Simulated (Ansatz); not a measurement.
# AgCl (Chlorargyrite): the cost of one run

All numbers are computed with the Python package of Ansatz 0.2.0. The levels of theory stand in the script.

The COD entry's cell or inner coordinates are ideal or old and differ from later refinements, so a difference from it is no clean test against experiment.

### 1 Starting point

It takes space group Fm-3m (No. 225, cubic). The conventional cell has a = 5.470 Å, b = 5.470 Å, c = 5.470 Å, α = 90.00°, β = 90.00°, γ = 90.00°. Ag (site symmetry m-3m) is surrounded by 6 Cl at 2.73 Å. Cl (site symmetry m-3m) has 6 Ag at 2.73 Å as nearest neighbours.

The script holds or builds the structure itself.

### 2 The script

agcl_paw_lapw.py reads:

```python
"""PAW against all-electron LAPW for AgCl."""

import ansatz as az
import numpy as np
import pandas as pd


def count_gap(report):
    # lowest empty less highest filled band, counting bands; zero where they overlap
    return max(report.get("gap_by_band_count_ev") or 0.0, 0.0)


def main() -> None:
    agcl = (
        az.Lattice.of([0.0, 2.735, 2.735], [2.735, 0.0, 2.735], [2.735, 2.735, 0.0])
        .atom("Ag", [0.0, 0.0, 0.0])
        .atom("Cl", [0.5, 0.5, 0.5])
    )

    base = (
        agcl.calculation()
        .functional("PBEsol")
        .kpoints(8)
        .occupations("fixed")
        .stress()
        .forces()
        .band_table()
    )
    variants = {
        "PAW": base.pseudopotentials("paw"),
        "LAPW": base.pseudopotentials("all_electron", lapw=True),
    }
    # totals differ by the cores that each treatment holds, so compare what does not depend on them
    rows = []
    for label, variant in variants.items():
        r = variant.run().report
        levels = np.array(r["eigenvalues_ev"][0]) - r["fermi_energy_ev"]
        print(label, "levels at the first k-point near E_F:", np.round(levels[np.abs(levels) < 5], 3))
        rows.append((label, r["n_electrons"], np.trace(r["stress_gpa"]) / 3, count_gap(r)))
    print(pd.DataFrame(rows, columns=["treatment", "electrons in bands", "P GPa", "gap by band count eV"]).round(4).to_string(index=False))


if __name__ == "__main__":
    main()
```

### 3 Running it

The run is started by

```sh
python agcl_paw_lapw.py
```

What time and memory should one allow on 1 thread of Arm Neoverse V1, shared host?

About 10 s, with a peak of 0.48 GiB.
